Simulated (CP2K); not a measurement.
# BAs: equation of state with LDA

**Experimental background.**

“Basic Physical Properties of Cubic Boron Arsenide”, 2019, arxiv:1911.11281 quotes, for a bulk crystal of BAs: bulk modulus 148 GPa.

The system is BAs.

```xyz
2
Lattice="3.3778 0.0000 0.0000 1.6889 2.9253 0.0000 1.6889 0.9751 2.7580" Properties=species:S:1:pos:R:3 pbc="T T T"
As    5.0668    2.9253    2.0685
B     0.0000    0.0000    0.0000
```

```json
{
 "Program": "CP2K 2026.2",
 "Task": "equation of state",
 "Functional": "LDA",
 "Potentials or basis": "GTH_POTENTIALS As GTH-PADE-q5, B GTH-PADE-q3; TZVP-MOLOPT-PBE-GTH basis",
 "Density cutoff": "6123 eV",
 "k mesh": "10 × 10 × 10",
 "Occupations": "fermi-dirac, width 0.05 eV",
 "Spin": "no spin polarisation"
}
```

```json
{
 "Equilibrium volume": "13.22 Å³/atom",
 "Bulk modulus": "144 GPa",
 "Pressure derivative of the bulk modulus": "4.0"
}
```

Energy against volume, from the lowest point:
| volume (Å³/atom) | energy (meV/atom) |
| --- | --- |
| 12.809 | 5.32 |
| 13.081 | 0.00 |
| 13.354 | 0.01 |
| 13.626 | 4.78 |
| 13.899 | 13.89 |
| 14.171 | 26.89 |
| 14.444 | 43.42 |

All runs of the series together: 2.1 min on 1 thread of Arm Neoverse V2 (shared host).

A measured bulk modulus of BAs is 148 GPa (quoted in “Basic Physical Properties of Cubic Boron Arsenide”, 2019, arxiv:1911.11281); the calculated 144 GPa misses it by -2.9 %. The fit is for a static lattice scaled at fixed shape and fixed fractional positions.

Caveat: the basis of atomic orbitals isn't converged, which shifts pressures, moduli and gaps. LDA usually gives volumes a few per cent too small.
